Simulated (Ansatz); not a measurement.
## MoS2 under changes of volume

One of the cells (18.982 Å³/atom); the others are scaled copies at fixed shape and fractional positions:

```
Mo S
1.0
     3.22746    0.00000    0.00000
    -1.61373    2.79507    0.00000
     0.00000    0.00000    6.31247
Mo S
1 2
Cartesian
  0.0000 0.0000 3.1562
  1.6137 0.9317 4.7008
  0.0000 1.8634 1.6117
```

Measurements of this composition are mostly on another form, of space group No. 194.

- Program: Ansatz 0.2.0
- Functional: LDA
- Potentials or basis: Ansatz PAW
- Cutoff: 420 eV (not typed: the program's choice for these potentials)
- k mesh: 9 × 9 × 4
- Occupations: fermi-dirac, width 0.05 eV
- Spin: no spin polarisation

| volume (Å³/atom) | energy over the lowest point (meV/atom) | pressure (GPa) | largest force (eV/Å) |
| --- | --- | --- | --- |
| 17.843 | 2.57 | 2.8 | 0.894 |
| 18.222 | 0.00 | -0.5 | 0.517 |
| 18.602 | 4.71 | -3.4 | 0.168 |
| 18.982 | 15.92 | -6.0 | 0.155 |
| 19.361 | ? | ? | ? |
| 19.741 | 55.15 | -10.4 | 0.731 |
| 20.120 | 81.98 | -12.2 | 0.987 |

Problem. What does the run at 19.361 Å³/atom give?

Solution. Energy over the lowest point 32.94 meV/atom; pressure -8.3 GPa; largest force 0.454 eV/Å.

Worked out: A Birch-Murnaghan fit of order 3 (a polynomial in V^(-2/3)) to the other rows has its minimum at 18.16 Å³/atom with B0 = V·E''(V) = 149 GPa and B' = 4.3 at fixed shape and positions, which overstates the stiffness. It gives 32.91 meV/atom at 19.361 Å³/atom, against the run's 32.94, and -dE/dV = -8.3 GPa, against -8.3.

Energies are extrapolated to zero smearing.

Caveats: the PAW data sets come from PBE, with cores solved anew for the run's functional, which leaves a small shift of forces and pressure.
